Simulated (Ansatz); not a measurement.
Starting structure, 1 CO2 a cell, upright, over a top C site (C, R-3m (No. 166), (0 0 1) face):

```xyz
21
Lattice="7.3951 0.0000 0.0000 -3.6976 6.4044 0.0000 0.0000 0.0000 20.4766" Properties=species:S:1:pos:R:3 pbc="T T T"
C     2.4650    2.8464    8.0000
C     1.2325    4.9812    8.0000
C     3.6976    0.7116    8.0000
C     4.9301    2.8464    8.0000
C     3.6976    4.9812    8.0000
C     6.1626    0.7116    8.0000
C     0.0000    2.8464    8.0000
C    -1.2325    4.9812    8.0000
C     1.2325    0.7116    8.0000
C     2.4650    1.4232    8.0016
C     1.2325    3.5580    8.0016
C     0.0000    5.6928    8.0016
C     4.9301    1.4232    8.0016
C     3.6976    3.5580    8.0016
C     2.4650    5.6928    8.0016
C     0.0000    1.4232    8.0016
C    -1.2325    3.5580    8.0016
C    -2.4650    5.6928    8.0016
O    -2.4650    5.6928   12.8966
C    -2.4650    5.6928   11.6591
O    -2.4650    5.6928   10.4216
```

Method: Ansatz, DFT PBE+D3(BJ), scalar-relativistic, plane waves, PAW. Cutoff 420 eV; k points 3×3×1 on the computed 21-atom cell (Γ-centred); Gaussian smearing, width 0.05 eV; no spin polarisation. The cell repeats along c with a dipole correction in the vacuum.

Atoms 1 (counted from 1) are held. The cell is fixed. Force threshold 0.04 eV/Å.

```tsv
step	E − E_final (eV)	largest force (eV/Å)
1	0.666	6.267
2	0.103	1.358
3	0.032	0.285
4	0.006	0.048
5	0.001	0.019
6	0.000	0.020
```

Task: What is the final structure?

Result:
```xyz
21
Lattice="7.3951 0.0000 0.0000 -3.6976 6.4044 0.0000 0.0000 0.0000 20.4766" Properties=species:S:1:pos:R:3 pbc="T T T"
C     2.4650    2.8464    8.0000
C     1.2325    4.9815    7.9996
C     3.6972    0.7115    7.9994
C     4.9300    2.8468    7.9994
C     3.6982    4.9816    7.9936
C     6.1627    0.7115    7.9992
C    -0.0003    2.8463    7.9996
C    -1.2334    4.9817    7.9934
C     1.2324    0.7109    7.9936
C     2.4645    1.4228    7.9982
C     1.2324    3.5580    7.9998
C    -0.0007    5.6928    7.9979
C     4.9300    1.4232    8.0007
C     3.6977    3.5586    7.9982
C     2.4654    5.6928    7.9979
C     0.0002    1.4229    7.9979
C    -1.2329    3.5585    7.9979
C    -2.4651    5.6928    7.9888
O    -2.4657    5.6931   13.5233
C    -2.4638    5.6920   12.3530
O    -2.4618    5.6909   11.1826
```

The end is the local minimum or symmetric point that this start leads to.

Cost: 1 run of about 4 core-minutes, on Arm Neoverse V1 (shared hosts).